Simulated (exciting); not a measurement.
A run of exciting (release sodium) is set up as follows.

Contents of input.xml:

```xml
<input>
  <title>Hf</title>
  <structure speciespath="./" tshift="false">
    <crystal scale="1">
      <basevect>0.225387559295 4.427726613551 3.765885111718</basevect>
      <basevect>4.386218061128 0.235834721202 3.755437930913</basevect>
      <basevect>4.629365984638 4.660427375154 -0.007313202308</basevect>
    </crystal>
    <species speciesfile="Hf.xml" rmt="2.3">
      <atom coord="0.000000000000 0.000000000000 0.000000000000"/>
    </species>
  </structure>
  <groundstate do="fromscratch" ngridk="11 11 10" rgkmax="9" gmaxvr="14" lmaxapw="10" lmaxmat="10" lmaxvr="8" xctype="GGA_PBE_SOL" stype="Fermi Dirac" swidth="0.00183747" nempty="12" ValenceRelativity="iora*" epsengy="1e-05" epspot="1e-05" maxscl="60" tforce="true" outputlevel="normal"/>
</input>
```

Potentials or basis: all-electron LAPW+lo, shipped species files, valence relativity iora*.

Command:

```sh
$ OMP_NUM_THREADS=1 exciting_smp
```

Question: Predict the band gap on the k mesh.

Answer: None (metal or under the smearing width).

 Spin-orbit coupling is left out, which matters for the levels of Hf.
